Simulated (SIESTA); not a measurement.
Runs of SIESTA 5.4.2 on CuAu3. It takes space group Pm-3m (No. 221, cubic). Conventional cell: a = 3.980 Å, b = 3.980 Å, c = 3.980 Å, α = 90.00°, β = 90.00°, γ = 90.00°. Around Au (site symmetry 4/mmm) lie 8 Au at 2.81 Å and 4 Cu at 2.81 Å. Cu (site symmetry m-3m) is surrounded by 12 Au at 2.81 Å. 

```tsv
task	level	potentials or basis	cell	k mesh	force tolerance	gap on the mesh (eV)	pressure (GPa)	V0 of scaled cells (Å³/atom)	B0 (GPa)
band structure	LDA	PseudoDojo 0.4 standard (LDA files), DZP (energy shift 0.003 Ry; two zetas on semicore shells)	as given	7 × 7 × 7	-	none	(b)	-	-
equation of state	LDA	PseudoDojo 0.4 standard (LDA files), DZP (energy shift 0.003 Ry; two zetas on semicore shells)	as given	7 × 7 × 7	-	-	-	15.32	(a)
band structure	PBEsol	PseudoDojo 0.4 standard (PBEsol files), DZP (energy shift 0.003 Ry; two zetas on semicore shells)	as given	7 × 7 × 7	-	none	0.1	-	-
relaxation of cell and atoms	PBEsol	PseudoDojo 0.4 standard (PBEsol files), DZP (energy shift 0.003 Ry; two zetas on semicore shells)	relaxed	5 × 5 × 5	0.02 eV/Å	none	0.0	-	-
equation of state	PBEsol	PseudoDojo 0.4 standard (PBEsol files), DZP (energy shift 0.003 Ry; two zetas on semicore shells)	as given	7 × 7 × 7	-	-	-	15.77	169
```

Alike in all rows: no spin polarisation; smearing fermi-dirac 0.05 eV; grid cutoff 800 Ry; energy shift 0.003 Ry.

Task: Fill in the values left out.

Result: (a) 190; (b) -5.0.

Caveats: short orbitals over semicore shells can move pressures by several GPa; the basis of atomic orbitals isn't converged, which shifts pressures, moduli and gaps.

A k mesh can miss the band edges, and the runs leave out spin-orbit coupling on Au.

A gap of «none» marks a metal or a gap under the smearing width.

Not every run made on this cell is shown here.
